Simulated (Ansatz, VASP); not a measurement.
Two plane-wave programs on C

File INCAR:

```
SYSTEM = C
PREC     = Accurate       ! precision mode
ENCUT    = 520            ! plane-wave cutoff, eV
EDIFF    = 1E-6           ! SCF threshold, eV
ISMEAR   = 0              ! smearing method
SIGMA    = 0.05           ! smearing width, eV
LREAL    = .False.        ! projectors in reciprocal space
LASPH    = .True.         ! aspherical terms in the spheres
NELM     = 100            ! most SCF steps
ALGO     = Normal         ! electronic algorithm
ISIF     = 2              ! what is computed and relaxed
LWAVE    = .False.        ! write WAVECAR
LCHARG   = .True.         ! write CHGCAR
LELF     = .True.         ! ELF
LVHAR    = .True.       
NBANDS   = 11             ! bands
```

KPOINTS

```
regular mesh
0
Gamma
  12 12 12
  0 0 0
```

POSCAR

```
C
1.0
    1.2587270051      0.7267263753      3.1796602974
   -1.2587270051      0.7267263753      3.1796602974
    0.0000000000     -1.4534527505      3.1796602974
C
2
Direct
    0.1640000000      0.1640000000      0.1640000000
    0.8360000000      0.8360000000      0.8360000000
```

Input for Ansatz:

```yaml
crystal:
  lattice:
    - [1.2587270051, 0.7267263753, 3.1796602974]
    - [-1.2587270051, 0.7267263753, 3.1796602974]
    - [0.0, -1.4534527505, 3.1796602974]
  atoms:
    - { symbol: C, position: [0.164, 0.164, 0.164] }
    - { symbol: C, position: [0.836, 0.836, 0.836] }
basis:
  ecutwfc: 420
kpoints:
  mp_grid: { grid: [12, 12, 12] }
hamiltonian:
  xc: lda
scf:
  occupations: { method: gaussian, width: 0.05 }
output:
  forces: true
  stress: true
  eigenvalues: true
```

Change from the starting cell: strain +0.025 along x and y, -0.050 along z, atoms carried along.

Alike in both runs: task single point; functional LDA; k mesh 12 × 12 × 12; occupations gaussian, width 0.05 eV; no spin polarisation.

|  | VASP | Ansatz |
| --- | --- | --- |
| version | VASP 6.6.1 | Ansatz 0.2.0 |
| potentials or method | VASP PAW LDA potentials, release 64 (C) | scalar-relativistic, plane waves, PAW |
| plane-wave cutoff (eV) | 520 | 420 |
| valence electrons in the cell | 8 | 8 |

|  | VASP | Ansatz | Ansatz less VASP |
| --- | --- | --- | --- |
| gap on the k mesh at the Fermi level (eV) | 1.03 | 1.03 | -0.002 |
| least direct gap on the mesh (eV) | 1.03 | 1.03 | -0.002 |
| pressure (GPa) | -22.3 | -23.1 | -0.79 |
| largest component of the traceless stress (GPa) | 23.38 | 24.24 | +0.863 |
| rms of the force components (eV/Å) | 0.469 | 0.473 | +0.0034 |

Atom by atom the forces differ by 0.003 eV/Å (rms over components).

Caveats: so large a pressure means that the cell lies far from this level's equilibrium, or that cutoff or potentials fall short (VASP).
